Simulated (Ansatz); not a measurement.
Y:

```
Y
1.0
     0.00000    2.55199    2.55199
     2.55199    0.00000    2.55199
     2.55199    2.55199    0.00000
Y
1
Direct
  0.00000 0.00000 0.00000
```

This isn't the form of Y at room conditions, which is hcp.

Program: Ansatz 0.2.0. Alike in all runs: spin SOC, no magnetisation; cell as given; k mesh 9 × 9 × 9.

Task: Order these runs on this cell by their pressure, lowest first.
A. level PBEsol; potentials or basis PseudoDojo stringent; cutoff (eV) 980; smearing tetrahedron
B. level r2SCAN+U; potentials or basis Ansatz PAW; U Y d U = 1 eV; cutoff (eV) 500; smearing tetrahedron; points for each segment of the path 14; hubbard projectors ortho-atomic (the default); double counting fll (the default)
C. level PBE; potentials or basis Ansatz PAW; cutoff (eV) 420; smearing methfessel-paxton 0.15 eV

Result: A (-2.8 GPa), C (-0.9 GPa), B (1.4 GPa).

Caveats: with tetrahedron occupations forces and stress needn't match the slope of the energy (some runs); the PAW data sets were made with another functional, which shifts forces and pressure a little (some runs); U without spin polarisation on a metal has little footing (some runs); the U is typed as a test and isn't derived for this compound (some runs).
